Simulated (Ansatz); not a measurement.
Rb under changes of volume

One of the cells (95.352 Å³/atom); the others are scaled copies at fixed shape and fractional positions:

```
CELL_PARAMETERS angstrom
-2.95451 2.95451 2.73085
2.95451 -2.95451 2.73085
2.95451 2.95451 -2.73085
ATOMIC_POSITIONS crystal
Rb 0.00000 0.00000 0.00000
```

This isn't the form of Rb at room conditions, which is bcc.

```yaml
Program: Ansatz 0.2.0
Functional: PBE
Potentials_or_basis: Ansatz PAW
Cutoff: "420 eV (not typed: the program's choice for these potentials)"
k_mesh: 7 × 7 × 7
Occupations: fermi-dirac, width 0.05 eV
Spin: no spin polarisation
```

```tsv
volume (Å³/atom)	energy over the lowest point (meV/atom)	pressure (GPa)
89.631	?	?
91.538	0.00	0.0
93.445	0.59	-0.1
95.352	1.78	-0.1
97.259	3.52	-0.2
99.166	5.77	-0.2
101.073	8.46	-0.2
```

Problem. What does the run at 89.631 Å³/atom give?

Solution. Energy over the lowest point 0.09 meV/atom; pressure 0.0 GPa.

Worked out: A Birch-Murnaghan fit of order 3 (a polynomial in V^(-2/3)) to the other rows has its minimum at 90.80 Å³/atom, just outside them, with B0 = V·E''(V) = 2.8 GPa and B' = 3.6 at fixed shape and positions, which overstates the stiffness. It gives 0.08 meV/atom at 89.631 Å³/atom, against the run's 0.09, and -dE/dV = 0.0 GPa, against 0.0.

Energies are extrapolated to zero smearing.
